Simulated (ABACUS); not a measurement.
# Re (P6_3/mmc) in ABACUS: reference runs

Reference runs on Re: the cell as given and a disturbed copy.

Everything below comes from runs of ABACUS 3.10.1. Logs are shortened: lines on timing, memory, paths and dates and some standing lists are left out, and cuts for length are marked.

### 1 The structure

Symmetry: P6_3/mmc, No. 194, hexagonal system. Conventional cell: a = 2.761 Å, b = 2.761 Å, c = 4.458 Å, α = 90.00°, β = 90.00°, γ = 120.00°. Around Re (site symmetry -6m2) lie 12 Re at 2.74 to 2.76 Å.

### 2 Single point, PBE

File INPUT:

```
INPUT_PARAMETERS
suffix              Re
calculation         scf
basis_type          pw
pseudo_dir          ./
symmetry            1
dft_functional      pbe
ecutwfc             73
pseudo_rcut         10
nspin               1
nbands              19
ks_solver           dav
smearing_method     fd
smearing_sigma      0.00367493
scf_thr             1e-08
scf_nmax            100
mixing_type         broyden
mixing_beta         0.7
cal_force           1
cal_stress          1
kpar                4
```

File STRU:

```
ATOMIC_SPECIES
Re 186.2070 Re.upf

LATTICE_CONSTANT
1.8897261246

LATTICE_VECTORS
2.7608000000 0.0000000000 0.0000000000
-1.3804000000 2.3909229348 0.0000000000
0.0000000000 0.0000000000 4.4582000000

ATOMIC_POSITIONS
Direct

Re
0.0
2
0.6666666667 0.3333333333 0.7500000000 1 1 1
0.3333333333 0.6666666667 0.2500000000 1 1 1
```

File KPT:

```
K_POINTS
0
Gamma
11 11 6 0 0 0
```

Potentials or basis: PseudoDojo NC SR 0.4.1 PBE standard, plane waves.

Launch:

```console
$ OMP_NUM_THREADS=1 mpirun -np 4 abacus > log
```

running log:

```text
ABACUS v3.10.1

               Atomic-orbital Based Ab-initio Computation at UStc

 ------------------------------------------------------------------------------------

 READING GENERAL INFORMATION
                           global_out_dir = OUT.Re/
                           global_in_card = INPUT
                               pseudo_dir = ./
                              orbital_dir =
                                    DSIZE = 4
                                    GSIZE = 1

 READING UNITCELL INFORMATION
                                    ntype = 1
                  lattice constant (Bohr) = 1.88973
              lattice constant (Angstrom) = 1

 READING ATOM TYPE 1
                               atom label = Re
                      L=0, number of zeta = 1
                      L=1, number of zeta = 1
                      L=2, number of zeta = 1
             number of atom for this type = 2

                        TOTAL ATOM NUMBER = 2
DIRECT COORDINATES
    atom                   x                   y                   z     mag                  vx                  vy                  vz
taud_Re1            0.6666666667        0.3333333333        0.7500000000  0.0000        0.0000000000        0.0000000000        0.0000000000
taud_Re2            0.3333333333        0.6666666667        0.2500000000  0.0000        0.0000000000        0.0000000000        0.0000000000

                          Volume (Bohr^3) = 198.59
                             Volume (A^3) = 29.4279

 Lattice vectors: (Cartesian coordinate: in unit of a_0)
              +2.7608                  +0                  +0
              -1.3804            +2.39092                  +0
                   +0                  +0             +4.4582
 Reciprocal vectors: (Cartesian coordinate: in unit of 2 pi/a_0)
            +0.362214           +0.209124                  -0
                   -0           +0.418249                  -0
                   +0                  -0           +0.224306
 The esolver type has been set to : ksdft_pw

                PAO radial cut off (Bohr) = 10

 Read in pseudopotential file is Re.upf
                     pseudopotential type = NC
          exchange-correlation functional = PBE
                 nonlocal core correction = 1
                        valence electrons = 15
                                     lmax = 3
                           number of zeta = 4
                     number of projectors = 8
                           L of projector = 0
                           L of projector = 0
                           L of projector = 1
                           L of projector = 1
                           L of projector = 2
                           L of projector = 2
                           L of projector = 3
                           L of projector = 3
     initial pseudo atomic orbital number = 20

 SETUP THE ELECTRONS NUMBER
            electron number of element Re = 15
      total electron number of element Re = 30
            AUTOSET number of electrons:  = 30
                           occupied bands = 15
                                   NBANDS = 19
                                   NLOCAL = 18

%%%%%%%%%%%%%%%%%%%%%%%%%%%%%%%%%%%%%%%%%%%%%%%%%%%%%%%%%%%%%%%%%%%%%%%%%%%%%%%%%%%%%%%%%%%%%%%%%%%%%%%%%%
 Warning: the number of valence electrons in pseudopotential > 7 for Re: [Xe] 4f14 5d5 6s2
 Pseudopotentials with additional electrons can yield (more) accurate outcomes, but may be less efficient.
 If you're confident that your chosen pseudopotential is appropriate, you can safely ignore this warning.
%%%%%%%%%%%%%%%%%%%%%%%%%%%%%%%%%%%%%%%%%%%%%%%%%%%%%%%%%%%%%%%%%%%%%%%%%%%%%%%%%%%%%%%%%%%%%%%%%%%%%%%%%%

 SETUP THE PLANE WAVE BASIS
 energy cutoff for charge/potential (unit:Ry) = 292
            fft grid for charge/potential = [ 30, 30, 45 ]
                        fft grid division = [ 1, 1, 1 ]
        big fft grid for charge/potential = [ 30, 30, 45 ]
                                     nbxx = 40500
                                     nrxx = 40500

 SETUP PLANE WAVES FOR CHARGE/POTENTIAL
                    number of plane waves = 16659
                         number of sticks = 547

 PARALLEL PW FOR CHARGE/POTENTIAL
     PROC   COLUMNS(POT)             PW
        1            547          16659
 --------------- sum -------------------
        1            547          16659
                            number of |g| = 859
                                  max |g| = 26.3427
                                  min |g| = 0

----------- Double Check Mixing Parameters Begin ------------
mixing_type: broyden
mixing_beta: 0.7
mixing_gg0: 1
mixing_gg0_min: 0.1
mixing_ndim: 8
----------- Double Check Mixing Parameters End ------------

 LATTICE VECTORS: (CARTESIAN COORDINATE: IN UNIT OF A0)
              +2.7608                  +0                  +0
              -1.3804            +2.39092                  +0
                   +0                  +0             +4.4582
                       right hand lattice = 1
                                   NORM_A = 2.7608
                                   NORM_B = 2.7608
                                   NORM_C = 4.4582
                           ALPHA (DEGREE) = 90
                           BETA  (DEGREE) = 90
                           GAMMA (DEGREE) = 120

 The lattice vectors have been changed (STRU_SIMPLE.cif)

(for optimal symmetric configuration:)
                             BRAVAIS TYPE = 4
                     BRAVAIS LATTICE NAME = 04. Hexagonal cell
                                    ibrav = 4
                                    IBRAV = 4
                                  BRAVAIS = HEXAGONAL CELL
                       LATTICE CONSTANT A = 2.7608
                                C/A RATIO = 1.61482
Original cell was already a primitive cell.
                        ROTATION MATRICES = 24
              PURE POINT GROUP OPERATIONS = 12
                   SPACE GROUP OPERATIONS = 24
                                       C2 = 3
                                       C3 = 2
                                       C4 = 0
                                       C6 = 0
                                       S1 = 3
                                       S3 = 0
                                       S4 = 0
                                       S6 = 2
                              POINT GROUP = D_3d
                                       C2 = 7
                                       C3 = 2
                                       C4 = 0
                                       C6 = 2
                                       S1 = 7
                                       S3 = 2
                                       S4 = 0
                                       S6 = 2
               POINT GROUP IN SPACE GROUP = D_6h

 SETUP K-POINTS
                                    nspin = 1
                   Input type of k points = Monkhorst-Pack(Gamma)
                                   nkstot = 726
                       right hand lattice = 1
(for reciprocal lattice: )
                             BRAVAIS TYPE = 4
                     BRAVAIS LATTICE NAME = 04. Hexagonal cell
                                    ibrav = 4
                       right hand lattice = 1
(for k-lattice: )
                             BRAVAIS TYPE = 4
                     BRAVAIS LATTICE NAME = 04. Hexagonal cell
                                    ibrav = 4
                       right hand lattice = 1
                        ROTATION MATRICES = 24
                               nkstot_ibz = 64
K-POINTS REDUCTION ACCORDING TO SYMMETRY
     IBZ    DIRECT_X    DIRECT_Y    DIRECT_Z  WEIGHT  ibz2bz
       1  0.00000000  0.00000000  0.00000000  0.0014       0
       2 -0.09090909  0.09090909  0.00000000  0.0083       1
       3 -0.18181818  0.18181818  0.00000000  0.0083       2
       4 -0.27272727  0.27272727  0.00000000  0.0083       3
       5 -0.36363636  0.36363636  0.00000000  0.0083       4
       6 -0.45454545  0.45454545  0.00000000  0.0083       5
[... 22 lines left out ...]
      29 -0.27272727  0.45454545  0.16666667  0.0331     146
      30  0.45454545  0.36363636  0.16666667  0.0331     147
[... 34 further k points ...]

                               nkstot now = 64
[... K-POINTS DIRECT COORDINATES: 64 rows ...]

           k-point number in this process = 16
       minimum distributed K point number = 16
[... stars of the k points ...]

[... K-POINTS CARTESIAN COORDINATES: 16 rows ...]

[... K-POINTS DIRECT COORDINATES: 16 rows ...]

 SETUP PLANE WAVES FOR WAVE FUNCTIONS
     energy cutoff for wavefunc (unit:Ry) = 73
              fft grid for wave functions = [ 30, 30, 45 ]
                    number of plane waves = 2977
                         number of sticks = 169

 PARALLEL PW FOR WAVE FUNCTIONS
     PROC   COLUMNS(POT)             PW
        1            169           2977
 --------------- sum -------------------
        1            169           2977

 SETUP NONLOCAL PSEUDOPOTENTIALS IN PLANE WAVE BASIS
 Re non-local projectors:
 projector 1 L=0
 projector 2 L=0
 projector 3 L=1
 projector 4 L=1
 projector 5 L=2
 projector 6 L=2
 projector 7 L=3
 projector 8 L=3
      TOTAL NUMBER OF NONLOCAL PROJECTORS = 64

 Init Non-Local PseudoPotential table :
 Init Non-Local-Pseudopotential done.

                                     npwx = 2105

 Make real space PAO into reciprocal space.
       max mesh points in Pseudopotential = 1001
     dq(describe PAO in reciprocal space) = 0.01
                                    max q = 1030

 number of pseudo atomic orbitals for Re is 4
WARNING: norm of atomic wavefunction # 3 of atomic type Re is 0.999994, renormalized
WARNING: norm of atomic wavefunction # 4 of atomic type Re is 0.999936, renormalized

 -------------------------------------------
 SELF-CONSISTENT
 -------------------------------------------
                                 init_chg = atomic

 PW ALGORITHM --------------- ION=   1  ELEC=   1--------------------------------
 Notice: Threshold on eigenvalues was too large.
 hsover_error=0.3 > DRHO=0.0693273
 Origin diag ethr = 0.01
 New diag ethr = 0.000231091

 Density error is 0.0701921503856
                          Error Threshold = 0.000231091089816
----------------------------------------------------------
     Energy           Rydberg                 eV
----------------------------------------------------------
 E_KohnSham     -347.1613089194      -4723.3719264424
 E_Harris       -349.5730930535      -4756.1859330117
 E_Fermi        1.8081209396         24.6007474522
----------------------------------------------------------
[... 63 lines left out ...]
 Density error is 8.45493820062e-11
                          Error Threshold = 6.20115199163e-11
----------------------------------------------------------
     Energy           Rydberg                 eV
----------------------------------------------------------
 E_KohnSham     -347.1754413476      -4723.5642079919
 E_KS(sigma->0) -347.1749326777      -4723.5572871836
 E_Harris       -347.1755046539      -4723.5650693191
 E_band         -10.2014348637       -138.7976419218
 E_one_elec     -35.1485423783       -478.2204527396
 E_Hartree      37.9170941614        515.8885321971
 E_xc           -69.2814052473       -942.6218768099
 E_Ewald        -280.6615705437      -3818.5965690229
 E_entropy(-TS) -0.0010173397        -0.0138416166
 E_descf        0.0000000000         0.0000000000
 E_exx          0.0000000000         0.0000000000
 E_Fermi        1.7766078650         24.1719900762
----------------------------------------------------------

 charge density convergence is achieved
 final etot is -4723.564208 eV
 EFERMI = 24.171990076 eV

 STATE ENERGY(eV) AND OCCUPATIONS    NSPIN == 1
 1/16 kpoint (Cartesian) = 0.0000 0.0000 0.0000 (2069 pws)
       1       -55.7235     0.00275482
       2       -55.6010     0.00275482
       3       -18.1843     0.00275482
       4       -17.1334     0.00275482
       5       -17.1334     0.00275482
       6       -16.9586     0.00275482
[... 11 lines left out ...]
      18        24.7635    2.00669e-08
      19        27.5398    1.53905e-32
[... 88 lines left out ...]
       3       -18.0224      0.0165289
       4       -17.8241      0.0165289
       5       -17.6661      0.0165289
       6       -17.4002      0.0165289
[... 11 lines left out ...]
      18        28.5604    1.26153e-40
      19        29.2699    8.68390e-47

[... levels at 10 further k points ...]

------------------------------------------------------------------------------------------
 TOTAL-FORCE (eV/Angstrom)
------------------------------------------------------------------------------------------
                       Re1         0.0000000000         0.0000000000         0.0000000000
                       Re2         0.0000000000         0.0000000000         0.0000000000
------------------------------------------------------------------------------------------

----------------------------------------------------------------
 TOTAL-STRESS (KBAR)
----------------------------------------------------------------
        56.6590837823        -0.0000000000         0.0000000000
         0.0000000000        56.6590837808         0.0000000000
        -0.0000000000        -0.0000000000        61.0277846103
----------------------------------------------------------------
 TOTAL-PRESSURE: 58.115317 KBAR

 --------------------------------------------
 !FINAL_ETOT_IS -4723.5642079918852687 eV
 --------------------------------------------
```

Wall time 19 s (4 MPI ranks of Intel Xeon Platinum 8259CL at 2.50GHz (Skylake/Cascade Lake), shared host); peak memory 0.32 GiB.

What came out:

- Free energy: -4723.5642 eV
- Pressure: 5.8 GPa
- Band gap on the k mesh: none (metal or under the smearing width)

Stress tensor (GPa, compression positive):
```
5.67 0.00 0.00
0.00 5.67 0.00
0.00 0.00 6.10
```

Levels at points of the mesh, in eV from the Fermi level:
```tsv
k point	band 13	band 14	band 15	band 16	band 17	band 18
(0.00, 0.00, 0.00)	-1.58	-0.74	-0.74	0.19	0.19	0.59
(0.00, 0.00, 0.50)	-1.70	-1.70	-1.70	-1.70	2.56	2.56
```

The run has no spin-orbit coupling, so splittings on Re are missing.

(Part 1 of 2 ends here.)
